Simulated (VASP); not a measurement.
Runs of VASP 6.6.1 on W. It takes space group Fm-3m (No. 225, cubic). The conventional cell has a = 4.001 Å, b = 4.001 Å, c = 4.001 Å, α = 90.00°, β = 90.00°, γ = 90.00°. W (site symmetry m-3m) has 12 W at 2.83 Å as nearest neighbours. This isn't the form of W at room conditions, which is bcc.

| level | k mesh | cutoff (eV) | smearing | gap on the mesh (eV) | pressure (GPa) |
| --- | --- | --- | --- | --- | --- |
| PBEsol | 18 × 18 × 18 | 520 | gaussian 0.5 eV | none | 0.6 |
| r2SCAN | 18 × 18 × 18 | 520 | gaussian 0.1 eV | none | 4.9 |
| PBEsol | 28 × 28 × 28 | 520 | gaussian 0.1 eV | none | (a) |
| PBEsol | 18 × 18 × 18 | 900 | gaussian 0.1 eV | none | 0.0 |
| PBEsol | 18 × 18 × 18 | 700 | gaussian 0.1 eV | none | 0.0 |

Alike in all rows: task single point; potentials or basis VASP PAW PBE potentials, release 64 (W_sv); no spin polarisation; cell as given.

Fill in the values left out.

(a) -0.1.

Caveats: the PAW data sets were made with another functional, which shifts forces and pressure a little.

A k mesh can miss the band edges, and the runs leave out spin-orbit coupling on W.

A gap of «none» marks a metal or a gap under the smearing width.

Not every run made on this cell is shown here.
